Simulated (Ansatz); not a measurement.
**Nuclear-site quantities of Se as the cell is scaled**

```
Se
1.0
     4.35517    0.00000    0.00000
    -2.17758    3.77169    0.00000
     0.00000    0.00000    4.94945
Se
3
Direct
  0.21700 0.00000 0.16667
  0.00000 0.21700 0.83333
  0.78300 0.78300 0.50000
```

Atom numbers follow the list: Se1, Se2, Se3.

The conventional cell has a = 4.355 Å, b = 4.355 Å, c = 4.949 Å, α = 90.00°, β = 90.00°, γ = 120.00°. Se (atom 1) has 2 Se at 2.32 Å as nearest neighbours.

The cell is COD entry 9008579, as deposited and not checked against the literature; nothing was relaxed.

These are results of DFT, LDA, all-electron PAW with datasets made for the crystal, scalar-relativistic (Ansatz 0.2.0), not measurements.

Numerical set-up: a Γ-centred 8×8×6 k mesh, Fermi–Dirac smearing of 0.03 eV, cutoff 200 eV (chosen by the program for this cell), no spin polarisation.

The contact density is the mean electron density over the nuclear volume; its changes follow the s electrons' response to bonding and compression. Changes below are taken from the unscaled cell, where it is 261714 e/Å³ at Se1.

| V/V(cell) | P (GPa) | Δρ(0) Se1 (e/Å³) |
| --- | --- | --- |
| 0.9400 | 5.8 | -0.91 |
| 0.9600 | 4.2 | -0.59 |
| 0.9800 | 2.7 | -0.29 |
| 0.9900 | 2.0 | ? |
| 1.0000 | 1.4 | 0.00 |
| 1.0100 | 0.8 | ? |
| 1.0200 | 0.2 | 0.27 |
| 1.0400 | -0.9 | ? |
| 1.0600 | -1.8 | 0.77 |

Problem. Give the missing entry: row "1.0400", column "Δρ(0) Se1 (e/Å³)".

Solution. 0.53.

Problem. Give the missing entry: row "0.9900", column "Δρ(0) Se1 (e/Å³)".

Solution. -0.14.

Problem. Give the missing entry: row "1.0100", column "Δρ(0) Se1 (e/Å³)".

Solution. 0.13.

The datasets are made afresh for each cell, so very small changes are uncertain.
